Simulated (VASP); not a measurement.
Input of a VASP 6.6.1 run:

INCAR

```
SYSTEM = NbP
PREC = Accurate ; ENCUT = 520
EDIFF = 1E-8 ; ISMEAR = 0
SIGMA = 0.1 ; LREAL = .FALSE.
LASPH = .TRUE. ; NELM = 60
ALGO = Normal ; ISIF = 2
LWAVE = .FALSE. ; LCHARG = .FALSE.
GGA = PE ; NBANDS = 26
IBRION = 8 ; NSW = 1
KPAR = 4
```

The input KPOINTS:

```
regular mesh
0
G
  4 4 4
  0 0 0
```

POSCAR

```
NbP                                     
1.0
   -1.6674015150      1.6674015150      5.7689206589
    1.6674015150     -1.6674015150      5.7689206589
    1.6674015150      1.6674015150     -5.7689206589
  Nb              P             
     2     2
Direct
     0.7497103291211502    0.7497103291211502    0.0000000000000000
     0.4997103291211573    0.9997103291211502    0.5000000000000000
     0.3329182408788398    0.3329182408788398    0.0000000000000000
     0.0829182508788477    0.5829182508788477    0.5000000000000000
```

Potentials or basis: VASP PAW PBE potentials, release 64 (Nb_sv, P).

Run with:

```console
$ cat potpaw_PBE.64/Nb_sv/POTCAR potpaw_PBE.64/P/POTCAR > POTCAR
$ mpirun -np 4 vasp_std > vasp.out
```

(1) Predict the pressure.

(2) Estimate the highest phonon frequency at Γ.

(3) What does it give for the band gap on the k mesh?

## Answers

(1) 0.0 GPa.

(2) 379 cm⁻¹.

(3) none (metal or under the smearing width).

Caveat: the k mesh is coarse (spacing up to 0.67 Å⁻¹), so the values aren't converged.
